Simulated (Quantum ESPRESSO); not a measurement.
Something may be wrong with this Quantum ESPRESSO 7.5 calculation of TiTe2.

The input pw.in:

```
&CONTROL
  calculation = 'scf'
  prefix = 'pwscf'
  outdir = './tmp'
  pseudo_dir = './pseudo'
  tprnfor = .true.
  tstress = .true.
  disk_io = 'nowf'
/
&SYSTEM
  ibrav = 0
  nat = 3
  ntyp = 2
  ecutwfc = 45
  ecutrho = 360
  nbnd = 19
  occupations = 'smearing'
  smearing = 'fd'
  degauss = 0.00367493
/
&ELECTRONS
  conv_thr = 6d-10
  electron_maxstep = 75
  mixing_beta = 0.5
/
ATOMIC_SPECIES
Te   127.6000 te_pbesol_v1.uspp.F.UPF
Ti    47.8670 ti_pbesol_v1.4.uspp.F.UPF
CELL_PARAMETERS angstrom
   3.7770000000    0.0000000000    0.0000000000
  -1.8885000000    3.2709779501    0.0000000000
   0.0000000000    0.0000000000    6.2380800000
ATOMIC_POSITIONS crystal
Xx     0.3333333333    0.6666666667    0.7372000000
Te     0.6666666667    0.3333333333    0.2628000000
Ti     0.0000000000    0.0000000000    0.0000000000
K_POINTS automatic
8 8 4 0 0 0
```

Potentials or basis: GBRV 1.5 PBEsol.

Command:

```bash
$ OMP_NUM_THREADS=1 mpirun -n 2 pw.x -nk 2 -in pw.in > pw.out
```

pw.out:

```text
This program is part of the open-source Quantum ESPRESSO suite
     for quantum simulation of materials; please cite
         "P. Giannozzi et al., J. Phys.:Condens. Matter 21 395502 (2009);
         "P. Giannozzi et al., J. Phys.:Condens. Matter 29 465901 (2017);
         "P. Giannozzi et al., J. Chem. Phys. 152 154105 (2020);
     in publications or presentations arising from this work. More details at

 %%%%%%%%%%%%%%%%%%%%%%%%%%%%%%%%%%%%%%%%%%%%%%%%%%%%%%%%%%%%%%%%%%%%%%%%%%%%%%
     Error in routine read_cards (1):
     species Xx in ATOMIC_POSITIONS is nonexistent
 %%%%%%%%%%%%%%%%%%%%%%%%%%%%%%%%%%%%%%%%%%%%%%%%%%%%%%%%%%%%%%%%%%%%%%%%%%%%%%

     stopping ...

"abort". This may have caused other processes in the application to be
```

Problem. What happened, and what is wrong with the input?

Solution. The program refused the input. The input holds a flaw that was put in on purpose: atom of an undeclared species.
